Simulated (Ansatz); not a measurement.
Write the native input for Ansatz 0.2.0 that does the following.

```
Task                : relaxation of cell and atoms
Functional          : LDA
Potentials or basis : Ansatz PAW
Cutoff              : 420 eV (not typed: the program's choice for these potentials)
k mesh              : 10 × 10 × 10
Occupations         : fermi-dirac, width 0.05 eV
Spin                : no spin polarisation
```

The system is Hf.

```
Hf
1.0
     0.00000    2.22000    2.22000
     2.22000    0.00000    2.22000
     2.22000    2.22000    0.00000
Hf
1
Direct
  0.00000 0.00000 0.00000
```

This isn't the form of Hf at room conditions, which is hcp.

One way to write it, as run:

input.yaml

```yaml
crystal:
  lattice:
    - [0.0, 2.22, 2.22]
    - [2.22, 0.0, 2.22]
    - [2.22, 2.22, 0.0]
  atoms:
    - { symbol: Hf, position: [0.0, 0.0, 0.0] }
hamiltonian:
  xc: lda
  pseudopotentials: { kind: paw }
kpoints:
  mp_grid: { grid: [10, 10, 10] }
scf:
  occupations: { method: fermi_dirac, width: 0.05 }
output:
  forces: true
  stress: true
  eigenvalues: true
  write_density: true
  write_potential: true
  elf: true
  volumetric_format: npy
relax:
  f_tol: 0.01
  max_steps: 40
  cell: { stress_tol: 0.05 }
```

Potentials or basis: Ansatz PAW.

The run is started by

```sh
$ ansatz run input.yaml --threads 2 --pin off --max-ram 5632MiB --backend cpu --events-out ev --progress --plain --runs-dir out
```

It gave:

- Relaxed volume: 20.76 Å³/atom
- Relaxed cell: a = 3.085 Å, b = 3.085 Å, c = 3.085 Å, α = 60.00°, β = 60.00°, γ = 60.00°
- Space group after relaxing (to 0.05 Å): Fm-3m (No. 225)
- Energy gained by relaxing: 20.8 meV/atom
- Ionic steps: 4
- Pressure after relaxing: 0.0 GPa
- Band gap on the k mesh: none (metal or under the smearing width)

Caveat: the plane-wave basis is chosen anew once the cell has moved, so the energies of steps on either side of that aren't comparable; the PAW data sets come from PBE, with cores solved anew for the run's functional, which leaves a small shift of forces and pressure.

Wall time 4 s on 2 threads of Arm Neoverse V1, on a shared host, peak memory 0.29 GiB.
